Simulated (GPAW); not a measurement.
# CdS (Greenockite) (P6_3mc) in GPAW: settings compared, part 2 of 2

GPAW 26.7.0. The steps go on from the part before.

## Step 5: Relaxation of cell and atoms, PBEsol+D4

run.py reads:

```python
from ase import Atoms
from ase.calculators.mixing import SumCalculator
from ase.filters import FrechetCellFilter
from ase.io import write
from ase.optimize import BFGS
from dftd4.ase import DFTD4
from gpaw import GPAW, PW, setup_paths

setup_paths.insert(0, '.')

atoms = Atoms(['Cd', 'Cd', 'S', 'S'],
              cell=[[4.15, 0.0, 0.0],
                    [-2.075, 3.5940054257, 0.0],
                    [0.0, 0.0, 6.737]],
              scaled_positions=[[0.6666666667, 0.3333333333, 0.5],
                                [0.3333333333, 0.6666666667, 0.0],
                                [0.6666666667, 0.3333333333, 0.875],
                                [0.3333333333, 0.6666666667, 0.375]],
              pbc=True)

calc = GPAW(mode=PW(600),
            xc='PBEsol',
            kpts={'size': (6, 6, 3), 'gamma': True},
            occupations={'name': 'fermi-dirac', 'width': 0.05},
            nbands=31,
            convergence={'density': 1e-05, 'forces': 0.0001},
            maxiter=150,
            txt='gpaw.txt')
atoms.calc = SumCalculator([calc, DFTD4(method='pbesol')])
opt = BFGS(FrechetCellFilter(atoms), trajectory='relax.traj', logfile='-')
done = opt.run(fmax=0.02, steps=60)
calc.write('gs.gpw')
write('result.traj', atoms)
print('Converged:', done)
print('Cell:', atoms.cell.cellpar().round(4))
print('Volume:', round(atoms.get_volume(), 4))
print(atoms.get_scaled_positions().round(5))
```

Potentials or basis: PAW data sets generated in the run's folder for this functional, pw.

Run with:

```console
$ gpaw-setup -f PBEsol Cd S
$ OMP_NUM_THREADS=1 python run.py
```

gpaw.txt:

```text
__  _  _
 | _ |_)|_||  |
 |__||  | ||/\| - 26.7.0

Input parameters:
  mode=PW(ecut=600.0),
  convergence={'density': 1e-05, 'forces': 0.0001},
  kpts=MonkhorstPack(size=(6, 6, 3), gamma=True),
  maxiter=150,
  nbands=31,
  occupations=Occupations(name='fermi-dirac', width=0.05),
  xc=XC(name='PBEsol')

Diagonalizing LCAO Hamiltonian
Converting LCAO to pw mode

            S

            Cd
        S

        Cd

Atoms  # Å, Bohr magnetons
|   | symbol |         x |        y |        z |    initial magnetic moments |
|---|--------|-----------|----------|----------|-----------------------------|
| 0 |     Cd |  2.075000 | 1.198002 | 3.368500 | ( 0.0000,  0.0000,  0.0000) |
| 1 |     Cd | -0.000000 | 2.396004 | 0.000000 | ( 0.0000,  0.0000,  0.0000) |
| 2 |      S |  2.075000 | 1.198002 | 5.894875 | ( 0.0000,  0.0000,  0.0000) |
| 3 |      S | -0.000000 | 2.396004 | 2.526375 | ( 0.0000,  0.0000,  0.0000) |

Unit cell  # Å
| periodic |         x |        y |        z |  lengths |     angles |
|----------|-----------|----------|----------|----------|------------|
|      yes |  4.150000 | 0.000000 | 0.000000 | 4.150000 |  90.000000 |
|      yes | -2.075000 | 3.594005 | 0.000000 | 4.150000 |  90.000000 |
|      yes |  0.000000 | 0.000000 | 6.737000 | 6.737000 | 120.000000 |

Number of symmetries: 6
Symmetry operations  # r_c * U_cc + t_c -> r_c
|   | kind |            matrix            |
[... 239 lines left out ...]
|      yes |  4.144176 | -0.000000 | 0.000000 | 4.144176 |  90.000000 |
|      yes | -2.072088 |  3.588961 | 0.000000 | 4.144176 |  90.000000 |
|      yes |  0.000000 |  0.000000 | 6.729739 | 6.729739 | 120.000000 |

Number of symmetries: 6
Symmetry operations  # r_c * U_cc + t_c -> r_c
|   | kind |            matrix            |
|---|------|------------------------------|
| 0 |  σ   |  1, 1, 0,  0,-1, 0,  0, 0, 1 |
| 1 |  E   |  1, 0, 0,  0, 1, 0,  0, 0, 1 |
| 2 |  C3  |  0, 1, 0, -1,-1, 0,  0, 0, 1 |
| 3 |  σ   |  0,-1, 0, -1, 0, 0,  0, 0, 1 |
| 4 |  σ   | -1, 0, 0,  1, 1, 0,  0, 0, 1 |
| 5 |  C3  | -1,-1, 0,  1, 0, 0,  0, 0, 1 |
[... 202 lines left out ...]
Forces  # eV/Ang
|        x |        y |        z |
|----------|----------|----------|
|  0.00000 |  0.00000 | -0.05393 |  # Cd   0
| -0.00000 |  0.00000 | -0.05387 |  # Cd   1
|  0.00000 |  0.00000 |  0.05388 |  # S    2
| -0.00000 | -0.00000 |  0.05386 |  # S    3

Diagonalizing LCAO Hamiltonian
Converting LCAO to pw mode

            S

            Cd
        S
[... 640 lines left out ...]
SCF iterations
|iter     | |      energy | eigst |  dens |force |
|---------|-|-------------|-------|-------|------|
|iter:   1| |  -14.037518 | -3.15 |       |      |
|iter:   2| |  -14.037449 | -4.71 | -2.85 |      |
|iter:   3| |  -14.037081c| -4.83 | -2.90 |      |
|iter:   4| |  -14.037041c| -5.50 | -3.44 |      |
|iter:   5| |  -14.037035c| -6.13 | -3.88 |      |
|iter:   6| |  -14.037035c| -7.57c| -4.47 |      |
|iter:   7| |  -14.037035c| -7.96c| -4.81 |      |
|iter:   8| |  -14.037035c| -8.35c| -5.50c|      |
|iter:   9| |  -14.037035c| -9.08c| -5.93c|-3.59 |
|iter:  10| |  -14.037035c| -9.64c| -6.19c|-3.95 |
|iter:  11| |  -14.037035c|-10.18c| -6.79c|-4.08c|

Converged in 11 steps
Energy contributions relative to reference atoms: (reference = -325885.019359)

Energy contributions:
  Kinetic:          35.555714
  Coulomb:         -32.000133
  Zero:              0.279451
  External:          0.000000
  Xc:              -17.872066
  Entropy:          -0.000001
  Spinorbit:         0.000000
  ----------------------------
  Free energy:     -14.037035
  Extrapolated:    -14.037035
[... 282 lines left out ...]
Forces  # eV/Ang
|        x |        y |        z |
|----------|----------|----------|
| -0.00000 |  0.00000 |  0.00223 |  # Cd   0
|  0.00000 | -0.00000 |  0.00226 |  # Cd   1
| -0.00000 |  0.00000 | -0.00232 |  # S    2
|  0.00000 | -0.00000 | -0.00235 |  # S    3

# Writing to gs.gpw (mode='')
```

Wall time 5.3 min (1 thread of Arm Neoverse V1, shared host); peak memory 0.35 GiB.

Results:

* Free energy: -14.7949 eV
* Relaxed volume: 24.18 Å³/atom
* Relaxed cell: a = 4.095 Å, b = 4.095 Å, c = 6.661 Å, α = 90.00°, β = 90.00°, γ = 120.00°
* Space group after relaxing (to 0.05 Å): P6_3mc (No. 186)
* Energy gained by relaxing: 7.1 meV/atom
* Ionic steps: 6
* Pressure after relaxing: 0.0 GPa
* Band gap on the k mesh: 1.12 eV, direct
* Dispersion energy per atom: -0.190 eV

Forces on the atoms (eV/Å):
```
Cd   0.000  0.000  0.002
Cd   0.000  0.000  0.002
S    0.000  0.000 -0.002
S    0.000  0.000 -0.002
```

The path:
```csv
step,energy change (eV),largest force (eV/Å),pressure (GPa),volume (Å³)
1,0.0000,0.0642,-2.31,100.48
2,-0.0055,0.0537,-2.10,100.09
3,-0.0280,0.0460,0.06,96.58
4,-0.0283,0.0326,-0.07,96.77
5,-0.0284,0.0206,-0.09,96.79
6,-0.0285,0.0023,-0.05,96.73
```

Final structure:
```yaml
crystal:
  lattice:
    - [4.09482, 0.00000, 0.00000]
    - [-2.04741, 3.54622, 0.00000]
    - [0.00000, 0.00000, 6.66119]
  atoms:
    - { symbol: Cd, position: [0.66667, 0.33333, 0.49921] }
    - { symbol: Cd, position: [0.33333, 0.66667, 0.99921] }
    - { symbol: S, position: [0.66667, 0.33333, 0.87579] }
    - { symbol: S, position: [0.33333, 0.66667, 0.37579] }
```

Caveat: later steps reuse the first step's grids.

## Step 6: Single point, PBE

run.py reads:

```python
from ase import Atoms
from ase.dft.bandgap import bandgap
from ase.io import write
from ase.units import GPa
from gpaw import GPAW, PW

atoms = Atoms(['Cd', 'Cd', 'S', 'S'],
              cell=[[4.15, 0.0, 0.0],
                    [-2.075, 3.5940054257, 0.0],
                    [0.0, 0.0, 6.737]],
              scaled_positions=[[0.6666666667, 0.3333333333, 0.5],
                                [0.3333333333, 0.6666666667, 0.0],
                                [0.6666666667, 0.3333333333, 0.875],
                                [0.3333333333, 0.6666666667, 0.375]],
              pbc=True)

calc = GPAW(mode=PW(450),
            xc='PBE',
            kpts={'size': (6, 6, 3), 'gamma': True},
            occupations={'name': 'fermi-dirac', 'width': 0.05},
            nbands=31,
            maxiter=120,
            txt='gpaw.txt')
atoms.calc = calc
energy = atoms.get_potential_energy()
forces = atoms.get_forces()
stress = atoms.get_stress()
calc.write('gs.gpw')
write('result.traj', atoms)
print(f'Energy: {energy:.6f} eV')
print('Forces (eV/A):')
print(forces.round(4))
print('Stress (GPa):', (stress / GPa).round(3))
print('Fermi level:', round(calc.get_fermi_level(), 4), 'eV')
print(f'Gap: {bandgap(calc)[0]:.4f} eV, direct: {bandgap(calc, direct=True)[0]:.4f} eV')
```

Potentials or basis: GPAW PAW data sets (gpaw-data 1.2.1), pw.

Run with:

```console
$ OMP_NUM_THREADS=1 python run.py
```

Wall time 24 s (1 thread of Arm Neoverse V1, shared host); peak memory 0.17 GiB.

It converged, with:

```
Free energy            : -12.5975 eV
Pressure               : 1.0 GPa
Largest force          : 0.067 eV/Å
Band gap on the k mesh : 1.18 eV, direct
```

Forces on the atoms (eV/Å):
```
Cd   0.000  0.000 -0.067
Cd   0.000  0.000 -0.067
S    0.000  0.000  0.067
S    0.000  0.000  0.067
```

Stress tensor (GPa, compression positive):
```
0.79 0.00 0.00
0.00 0.79 0.00
0.00 0.00 1.43
```

Levels at points of the mesh, in eV from the valence-band top:
| k point | band 16 | band 17 | band 18 | band 19 | band 20 | band 21 |
| --- | --- | --- | --- | --- | --- | --- |
| (0.00, 0.00, 0.00) | -0.04 | 0.00 | 0.00 | 1.18 | 2.77 | 6.42 |
| (0.50, 0.50, 0.00) | -1.86 | -1.29 | -0.73 | 3.69 | 3.88 | 5.10 |

Caveat: the cutoff is short for stress and forces, so pressures can be off by a GPa or more.

## Step 7: The runs side by side

```tsv
task	level	potentials or basis	cell	cutoff (eV)	maxiter	optimizer	fmax	max steps	convergence	gap on the mesh (eV)	pressure (GPa)	relaxed volume (Å³/atom)
relaxation of cell and atoms	PBEsol+D3	PAW data sets generated in the run's folder for this functional, pw	relaxed	600	150	BFGS	0.02 eV/Å	60	density=1e-05 forces=0.0001	1.14	0.0	23.95
relaxation of cell and atoms	PBEsol+D3(BJ)	PAW data sets generated in the run's folder for this functional, pw	relaxed	600	150	BFGS	0.02 eV/Å	60	density=1e-05 forces=0.0001	1.14	0.0	23.94
relaxation of cell and atoms	PBEsol+D3(BJ)+ATM	PAW data sets generated in the run's folder for this functional, pw	relaxed	600	150	BFGS	0.02 eV/Å	60	density=1e-05 forces=0.0001	1.13	0.0	24.03
relaxation of cell and atoms	PBEsol+D4	PAW data sets generated in the run's folder for this functional, pw	relaxed	600	150	BFGS	0.02 eV/Å	60	density=1e-05 forces=0.0001	1.12	0.0	24.18
single point	PBE	GPAW PAW data sets (gpaw-data 1.2.1), pw	as given	450	120	-	-	-	default	1.18	1.0	-
```

Alike in all rows: no spin polarisation; k mesh 6 × 6 × 3; smearing fermi-dirac 0.05 eV.

Caveats: later steps reuse the first step's grids (some runs); the cutoff is short for stress and forces, so pressures can be off by a GPa or more (some runs).

Absolute energies hang on the potentials; compare differences alone.

## Step 8: Against experiment

Step 6. Measured gap of CdS: 2.5809 eV (quoted in “Isotope dependence of band-gap energy”, 2008, arxiv:0807.2152). This calculation gives 1.18 eV (-1.40 eV). So large a miss can be the level of theory's own, or it may mean another phase, state or a wrong row. Spin-orbit coupling on Cd is left out. The value is that of PBE, without temperature or zero-point motion. Semilocal functionals fall short of measured gaps as a rule.
